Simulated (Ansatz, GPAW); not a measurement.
This is a calculation of PbO2 for GPAW 26.7.0 (ASE script). Atoms were shifted at random by some hundredths of an Å from the given cell, which wasn't relaxed again for these runs. The cell comes from a database or a generator and needn't be the stable form of this composition.

run.py

```python
from ase import Atoms
from ase.dft.bandgap import bandgap
from ase.io import write
from ase.units import GPa
from gpaw import GPAW, PW, setup_paths

setup_paths.insert(0, '.')

atoms = Atoms(['Pb', 'O', 'O'],
              cell=[[0.0, 2.701992, 2.701992],
                    [2.701992, 0.0, 2.701992],
                    [2.701992, 2.701992, 0.0]],
              scaled_positions=[[-0.003892, 0.001979, 0.005363],
                                [0.74542, 0.746861, 0.741954],
                                [0.237996, 0.27224, 0.241215]],
              pbc=True)

calc = GPAW(mode=PW(800),
            xc='PBEsol',
            kpts={'size': (9, 9, 9), 'gamma': True},
            occupations={'name': 'fermi-dirac', 'width': 0.05},
            nbands=24,
            convergence={'density': 1e-05, 'energy': 1e-05},
            maxiter=150,
            txt='gpaw.txt')
atoms.calc = calc
energy = atoms.get_potential_energy()
forces = atoms.get_forces()
stress = atoms.get_stress()
calc.write('gs.gpw')
write('result.traj', atoms)
print(f'Energy: {energy:.6f} eV')
print('Forces (eV/A):')
print(forces.round(4))
print('Stress (GPa):', (stress / GPa).round(3))
print('Fermi level:', round(calc.get_fermi_level(), 4), 'eV')
print(f'Gap: {bandgap(calc)[0]:.4f} eV, direct: {bandgap(calc, direct=True)[0]:.4f} eV')
```

Potentials or basis: PAW data sets generated in the run's folder for this functional, pw.

Run with:

```console
$ gpaw-setup -f PBEsol O Pb
$ OMP_NUM_THREADS=1 python run.py
```

**Question.** What does the same run look like in Ansatz 0.2.0? Potentials or basis there: all-electron LAPW, scalar-relativistic.

**Answer.** As run (cutoffs and basis follow the program's own potentials, and thresholds, step limits or extra output files can differ):

File input.yaml:

```yaml
crystal:
  lattice:
    - [0.0, 2.701992, 2.701992]
    - [2.701992, 0.0, 2.701992]
    - [2.701992, 2.701992, 0.0]
  atoms:
    - { symbol: Pb, position: [-0.003892, 0.001979, 0.005363] }
    - { symbol: O, position: [0.74542, 0.746861, 0.741954] }
    - { symbol: O, position: [0.237996, 0.27224, 0.241215] }
kpoints:
  mp_grid: { grid: [9, 9, 9] }
scf:
  occupations: { method: fermi_dirac, width: 0.05 }
hamiltonian:
  xc: pbesol
  pseudopotentials: { kind: all_electron, lapw: { basis_error: 0.001 } }
output:
  forces: true
  stress: true
  eigenvalues: true
  populations: true
```

Potentials or basis: all-electron LAPW, scalar-relativistic.

The run is started by

```bash
$ ansatz run input.yaml --threads 2 --pin off --max-ram 8192MiB --backend cpu --events-out ev --progress --plain --runs-dir out
```

Both were run:

|  | GPAW | Ansatz |
| --- | --- | --- |
| Pressure | -6.8 GPa | -5.3 GPa |
| Largest force | 0.477 eV/Å | 0.483 eV/Å |

Where Ansatz's input types no cutoff or centring, it takes its own default and a Γ-centred mesh.

Pressure is positive in compression.
